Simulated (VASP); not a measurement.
Te:

```
Te
1.0
     5.85004    0.00000    0.00000
     0.00000    5.85004    0.00000
     0.00000    0.00000    4.79120
Te
4
Direct
  0.00000 0.00000 0.00000
  0.50000 0.50000 0.00000
  0.00000 0.50000 0.83004
  0.50000 0.00000 0.16996
```

The cell was built by a generator and needn't be a form met in nature.

| Quantity | Value |
| --- | --- |
| Program | VASP 6.6.1 |
| Task | relaxation of cell and atoms |
| Functional | PBE |
| Dispersion | D3 |
| Potentials or basis | VASP PAW PBE potentials, release 64 (Te) |
| Cutoff | 600 eV |
| k mesh | 4 × 4 × 5 |
| Occupations | fermi-dirac, width 0.05 eV |
| Spin | no spin polarisation |

At the start: pressure -1.2 GPa; volume 40.99 Å³/atom.

**Question.** How do energy, volume and symmetry change on relaxing?

**Answer.** Over 21 steps the energy falls by 22.3 meV/atom and the volume is 36.61 Å³/atom (-10.7 %); space group P4/nmm (No. 129, to 0.05 Å).

Step by step:
```csv
step,energy change (eV),largest force (eV/Å),pressure (GPa),volume (Å³)
1,0.0000,0.0052,-1.23,163.97
2,-0.0196,0.1939,0.48,156.60
3,-0.0222,0.1455,0.02,158.40
4,-0.0424,0.1490,0.03,155.77
5,-0.0821,0.1141,0.24,147.83
6,-0.0828,0.1135,0.40,145.13
7,-0.0836,0.1145,0.32,146.28
8,-0.0809,0.0108,-0.66,148.91
9,-0.0852,0.0742,-0.05,147.25
10,-0.0861,0.0603,-0.04,147.20
11,-0.0879,0.0369,-0.01,147.02
12,-0.0888,0.0141,0.03,146.67
13,-0.0890,0.0195,0.02,146.83
14,-0.0891,0.0108,0.02,146.78
15,-0.0891,0.0084,0.02,146.76
16,-0.0885,0.0290,-0.24,147.15
17,-0.0891,0.0008,-0.03,146.84
18,-0.0892,0.0008,-0.01,146.49
19,-0.0891,0.0006,0.02,146.22
20,-0.0892,0.0007,0.03,146.36
21,-0.0892,0.0007,0.02,146.44
```

Final structure:
```
Te
1.0
     5.78928    0.00000    0.00000
     0.00000    5.78928    0.00000
     0.00000    0.00000    4.36929
Te
4
Cartesian
  0.0000 0.0000 0.0000
  2.8946 2.8946 0.0000
  0.0000 2.8946 3.5395
  2.8946 0.0000 0.8298
```
